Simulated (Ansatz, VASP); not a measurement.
**Mo in VASP and in Ansatz**

```
Mo
1.0
     2.70759    0.00000    0.00000
    -1.35380    2.34484    0.00000
     0.00000    0.00000    2.44477
Mo
1
Direct
  0.00000 0.00000 0.00000
```

Alike in both runs: functional LDA; k mesh 17 × 17 × 15; occupations fermi-dirac, width 0.05 eV; no spin polarisation.

Ansatz relaxed the structure, and its values are those at the end. VASP's run is a single point on that final structure, the one shown.

|  | VASP | Ansatz |
| --- | --- | --- |
| version | VASP 6.6.1 | Ansatz 0.2.0 |
| potentials or method | VASP PAW LDA potentials, release 64 (Mo_sv), cutoff 520 eV | all-electron LAPW, scalar-relativistic |

|  | VASP | Ansatz | Ansatz less VASP |
| --- | --- | --- | --- |
| pressure (GPa) | 7.6 | 6.5 | -1.10 |

Ansatz ran all-electron here, so the differences hold the error of VASP's frozen core and of both bases.
